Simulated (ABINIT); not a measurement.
# CuO (P-1) in ABINIT: single point with PBEsol

Aim: the single point of CuO with PBEsol.

Program: ABINIT 10.8.3 (patched build). These are calculated values, not measurements. Logs are shortened: lines on timing, memory, paths and dates and some standing lists are left out, and cuts for length are marked. The log counts tension as positive stress, the text compression.

**1. Starting point**

The typed cell holds 4 atoms: a = 2.880 Å, b = 2.880 Å, c = 5.176 Å, α = 89.81°, β = 89.81°, γ = 89.22°.

The cell comes from a database or a generator and needn't be the stable form of this composition.

**2. Single point, PBEsol**

run.abi reads:

```
# Pseudopotentials
pp_dirpath "./"
pseudos "Cu.upf, O.upf"

# Structure
acell 5.4414681974 5.4415506244 9.7819735697
rprim
     1.0000000000     0.0000000000     0.0000000000
     0.0135690756     0.9999079359     0.0000000000
     0.0033798383     0.0033314483     0.9999887390
ntypat 2
znucl 29 8
natom 4
typat 1 1 2 2
xred
     0.0000000000     0.5000000000     0.0000000000
     0.5000000000     0.0000000000     0.5000000000
     0.9984239700     0.0016717800     0.7498871000
     0.0015760300     0.9983282200     0.2501129000
chkprim 0
chksymtnons 0
tolsym 1.0e-6

# Plane-wave basis
ecut 42.0

# k points
kptopt 1
ngkpt 7 7 4
nshiftk 1
shiftk 0.0 0.0 0.0

# Exchange and correlation
ixc -116133

# Bands and occupations
nband 30
occopt 3
tsmear 0.05 eV

# SCF cycle
nstep 100
tolvrs 1.0e-10

# Output
iomode 3
prtwf 0
prtden 0
prteig 0
prtebands 0
```

Potentials or basis: PseudoDojo NC SR PBEsol v0.4.1 standard.

On the command line:

```
mpirun --bind-to none -np 4 abinit run.abi > log 2>&1
```

run.abo:

```text
.Version 10.8.3 of ABINIT
 Symmetries : space group P-1 (#  2); Bravais aP (primitive triclinic)
================================================================================
 Values of the parameters that define the memory need of the present run
     intxc =       0    ionmov =       0      iscf =       7    lmnmax =       6
     lnmax =       6     mgfft =      60  mpssoang =       3    mqgrid =    3001
     natom =       4  nloc_mem =       1    nspden =       1   nspinor =       1
    nsppol =       1      nsym =       2    n1xccc =    2501    ntypat =       2
    occopt =       3   xclevel =       2
       mpw =        3788          nfft =       61440          nkpt =          99
================================================================================
================================================================================

--------------------------------------------------------------------------------
------------- Echo of variables that govern the present computation ------------
--------------------------------------------------------------------------------
 -outvars: echo values of preprocessed input variables --------
            acell      5.4414681974E+00  5.4415506244E+00  9.7819735697E+00 Bohr
              amu      6.35460000E+01  1.59994000E+01
          chkprim           0
      chksymtnons           0
             ecut      4.20000000E+01 Hartree
                       outvar_i_n : Printing only first  50 k-points.
              ixc     -116133
                       outvar_i_n : Printing only first  50 k-points.
         kptrlatt        7    0    0      0    7    0      0    0    4
          kptrlen      3.80902774E+01
            natom           4
            nband          30
            ngfft          32      32      60
             nkpt          99
            nstep         100
             nsym           2
           ntypat           2
                       prtocc : prtvol=0, do not print more k-points.
           occopt           3
           prtden           0
        prtebands           0
           prteig           0
            prtwf           0
            rprim      1.0000000000E+00  0.0000000000E+00  0.0000000000E+00
                       1.3569075600E-02  9.9990793590E-01  0.0000000000E+00
                       3.3798383000E-03  3.3314483000E-03  9.9998873900E-01
          spgroup           2
           tolsym      1.00000000E-06
           tolvrs      1.00000000E-10
           tsmear      1.83746611E-03 Hartree
            typat      1  1  2  2
                       outvars : Printing only first  50 k-points.
           xangst      1.9536379053E-02  1.4396397389E+00  0.0000000000E+00
                       1.4484981742E+00  8.6224503045E-03  2.5881695979E+00
                       2.8881476678E+00  1.7745250353E-02  3.8816699882E+00
                       4.7921438801E-02  2.8787791280E+00  1.2946692076E+00
            xcart      3.6918405902E-02  2.7205248265E+00  0.0000000000E+00
                       2.7372648432E+00  1.6294069610E-02  4.8909317074E+00
                       5.4578081032E+00  3.3533663202E-02  7.3352931888E+00
                       9.0558394894E-02  5.4401041290E+00  2.4465702261E+00
             xred      6.3718239256E-19  5.0000000000E-01  0.0000000000E+00
                       5.0000000000E-01  3.9940343391E-19  5.0000000000E-01
                       9.9842397000E-01  1.6717800000E-03  7.4988710000E-01
                       1.5760300000E-03  9.9832822000E-01  2.5011290000E-01
            znucl       29.00000    8.00000

================================================================================

 chkinp: Checking input parameters for consistency.

================================================================================
== DATASET  1 ==================================================================

--- !DatasetInfo
iteration_state: {dtset: 1, }
dimensions: {natom: 4, nkpt: 99, mband: 30, nsppol: 1, nspinor: 1, nspden: 1, mpw: 3788, }
cutoff_energies: {ecut:  42.0, pawecutdg:  -1.0, }
electrons: {nelect:   5.00000000E+01, charge:   0.00000000E+00, occopt:   3.00000000E+00, tsmear:   1.83746611E-03, }
meta: {optdriver: 0, ionmov: 0, optcell: 0, iscf: 7, paral_kgb: 0, }
...

 Real(R)+Recip(G) space primitive vectors, cartesian coordinates (Bohr,Bohr^-1):
 R(1)=  5.4414682  0.0000000  0.0000000  G(1)=  0.1837739 -0.0024939 -0.0006128
 R(2)=  0.0738368  5.4410497  0.0000000  G(2)=  0.0000000  0.1837881 -0.0006123
 R(3)=  0.0330615  0.0325881  9.7818634  G(3)=  0.0000000  0.0000000  0.1022300
 Unit cell volume ucvol=  2.8961455E+02 bohr^3
 Angles (23,13,12)=  8.98065116E+01  8.98063492E+01  8.92225254E+01 degrees
[... 59 lines left out ...]
convergence: {deltae: -2.956E-12, res2:  4.041E-12, residm:  1.101E-04, diffor: null, }
etotal    :  -4.11812403E+02
entropy   :   0.00000000E+00
fermie    :   2.34763825E-01
cartesian_stress_tensor: # hartree/bohr^3
- [  6.91771747E-05,   3.33931200E-06,   7.50361893E-07, ]
- [  3.33931200E-06,   7.03783944E-05,   3.37076905E-07, ]
- [  7.50361893E-07,   3.37076905E-07,   2.03399941E-04, ]
pressure_GPa:  -3.3634E+00
xred      :
- [  6.3718E-19,   5.0000E-01,   0.0000E+00, Cu]
- [  5.0000E-01,   3.9940E-19,   5.0000E-01, Cu]
- [  9.9842E-01,   1.6718E-03,   7.4989E-01,  O]
- [  1.5760E-03,   9.9833E-01,   2.5011E-01,  O]
cartesian_forces: # hartree/bohr
- [ -0.00000000E+00,  -0.00000000E+00,  -0.00000000E+00, ]
- [ -0.00000000E+00,  -0.00000000E+00,  -0.00000000E+00, ]
- [  1.32388736E-04,  -1.63407840E-04,   1.74001621E-04, ]
- [ -1.32388736E-04,   1.63407840E-04,  -1.74001621E-04, ]
force_length_stats: {min:   0.00000000E+00, max:   2.72956889E-04, mean:   1.36478445E-04, }
...

 Integrated electronic density in atomic spheres:
 ------------------------------------------------
 Atom  Sphere_radius  Integrated_density
    1        2.00000         17.30550034
    2        2.00000         17.30607670
    3        2.00000          6.20007950
    4        2.00000          6.20007950
================================================================================

 ----iterations are completed or convergence reached----

 Mean square residual over all n,k,spin=   19.013E-08; max=  11.012E-05
 reduced coordinates (array xred) for    4 atoms
       0.000000000000      0.500000000000      0.000000000000
       0.500000000000      0.000000000000      0.500000000000
       0.998423970000      0.001671780000      0.749887100000
       0.001576030000      0.998328220000      0.250112900000
 rms dE/dt=  8.3526E-04; max dE/dt=  1.7011E-03; dE/dt below (all hartree)
    1       0.000000000000      0.000000000000      0.000000000000
    2       0.000000000000      0.000000000000      0.000000000000
    3      -0.000720389096      0.000879335007     -0.001701111899
    4       0.000720389096     -0.000879335007      0.001701111899

 cartesian coordinates (angstrom) at end:
    1      0.01953637905287     1.43963973888687     0.00000000000000
    2      1.44849817422369     0.00862245030448     2.58816959790844
    3      2.88814766775187     0.01774525035279     3.88166998816745
    4      0.04792143880126     2.87877912802991     1.29466920764943

 cartesian forces (hartree/bohr) at end:
    1     -0.00000000000000    -0.00000000000000    -0.00000000000000
    2     -0.00000000000000    -0.00000000000000    -0.00000000000000
    3      0.00013238873596    -0.00016340783958     0.00017400162073
    4     -0.00013238873596     0.00016340783958    -0.00017400162073
 frms,max,avg= 1.1143418E-04 1.7400162E-04   0.000E+00  0.000E+00  0.000E+00 h/b

 cartesian forces (eV/Angstrom) at end:
    1     -0.00000000000000    -0.00000000000000    -0.00000000000000
    2     -0.00000000000000    -0.00000000000000    -0.00000000000000
    3      0.00680770251832    -0.00840276895858     0.00894752308838
    4     -0.00680770251832     0.00840276895858    -0.00894752308838
 frms,max,avg= 5.7301761E-03 8.9475231E-03   0.000E+00  0.000E+00  0.000E+00 e/A
 length scales=  5.441468197400  5.441550624400  9.781973569700 bohr
              =  2.879500961964  2.879544580454  5.176397487229 angstroms
 Fermi (or HOMO) energy (hartree) =   0.23476   Average Vxc (hartree)=  -0.44762
 Eigenvalues (hartree) for nkpt=  99  k points:
 kpt#   1, nband= 30, wtk=  0.00510, kpt=  0.0000  0.0000  0.0000 (reduced coord)
  -3.89831   -3.89816   -2.34341   -2.34324   -2.34203   -2.34175   -2.33043   -2.33033
  -0.50021   -0.45074   -0.07889    0.02753    0.02859    0.09289    0.10438    0.10452
   0.10995    0.12080    0.12973    0.14660    0.14697    0.14888    0.15206    0.16141
   0.25873    0.25993    0.28644    0.45558    0.50054    0.72921
      occupation numbers for kpt#   1
   2.00000    2.00000    2.00000    2.00000    2.00000    2.00000    2.00000    2.00000
   2.00000    2.00000    2.00000    2.00000    2.00000    2.00000    2.00000    2.00000
   2.00000    2.00000    2.00000    2.00000    2.00000    2.00000    2.00000    2.00000
   0.00000    0.00000    0.00000    0.00000    0.00000    0.00000
 prteigrs : prtvol=0 or 1, do not print more k-points.

--- !EnergyTerms
iteration_state     : {dtset: 1, }
comment             : Components of total free energy in Hartree
kinetic             :  1.95884930186806E+02
hartree             :  1.40912720734895E+02
xc                  : -5.43384304598373E+01
Ewald energy        : -2.40917465089573E+02
psp_core            :  9.62106152557053E+00
local_psp           : -3.90940140062389E+02
non_local_psp       : -7.20345873977558E+01
internal            : -4.11811910562284E+02
'-kT*entropy'       : -4.92842074292242E-04
total_energy        : -4.11812403404358E+02
total_energy_eV     : -1.12059863699217E+04
band_energy         : -4.23670126654632E+01
...

 Cartesian components of stress tensor (hartree/bohr^3)
  sigma(1 1)=  6.91771747E-05  sigma(3 2)=  3.37076905E-07
  sigma(2 2)=  7.03783944E-05  sigma(3 1)=  7.50361893E-07
  sigma(3 3)=  2.03399941E-04  sigma(2 1)=  3.33931200E-06

-Cartesian components of stress tensor (GPa)         [Pressure= -3.3634E+00 GPa]
- sigma(1 1)=  2.03526275E+00  sigma(3 2)=  9.91714493E-03
- sigma(2 2)=  2.07060385E+00  sigma(3 1)=  2.20764091E-02
- sigma(3 3)=  5.98423288E+00  sigma(2 1)=  9.82459509E-02

== END DATASET(S) ==============================================================
================================================================================

 -outvars: echo values of variables after computation  --------
            acell      5.4414681974E+00  5.4415506244E+00  9.7819735697E+00 Bohr
           etotal     -4.1181240340E+02
            fcart     -0.0000000000E+00 -0.0000000000E+00 -0.0000000000E+00
                      -0.0000000000E+00 -0.0000000000E+00 -0.0000000000E+00
                       1.3238873596E-04 -1.6340783958E-04  1.7400162073E-04
                      -1.3238873596E-04  1.6340783958E-04 -1.7400162073E-04
            rprim      1.0000000000E+00  0.0000000000E+00  0.0000000000E+00
                       1.3569075600E-02  9.9990793590E-01  0.0000000000E+00
                       3.3798383000E-03  3.3314483000E-03  9.9998873900E-01
           strten      6.9177174680E-05  7.0378394412E-05  2.0339994140E-04
                       3.3707690498E-07  7.5036189256E-07  3.3393119972E-06
           xangst      1.9536379053E-02  1.4396397389E+00  0.0000000000E+00
                       1.4484981742E+00  8.6224503045E-03  2.5881695979E+00
                       2.8881476678E+00  1.7745250353E-02  3.8816699882E+00
                       4.7921438801E-02  2.8787791280E+00  1.2946692076E+00
             xred      6.3718239256E-19  5.0000000000E-01  0.0000000000E+00
                       5.0000000000E-01  3.9940343391E-19  5.0000000000E-01
                       9.9842397000E-01  1.6717800000E-03  7.4988710000E-01
                       1.5760300000E-03  9.9832822000E-01  2.5011290000E-01
 Calculation completed.
```

Run time: 3.4 min. Hardware: 4 MPI ranks of Arm Neoverse N1, shared host; peak memory 0.44 GiB.

Results:

```yaml
Free_energy: -11205.9864 eV
Pressure: -3.4 GPa
Largest_force: 0.014 eV/Å
Band_gap_on_the_k_mesh: none (metal or under the smearing width)
Valence_electrons_inside_the_program's_atomic_spheres: Cu 17.31; O 6.20
```

Forces in eV/Å, atoms in the order of the input:
```
Cu   0.000  0.000  0.000
Cu   0.000  0.000  0.000
O    0.007 -0.008  0.009
O   -0.007  0.008 -0.009
```

Caveat: the run has no spin polarisation, though such a crystal can be magnetic; semilocal functionals often make such compounds metallic where correlation or magnetic order opens a gap, which also shifts bond lengths.
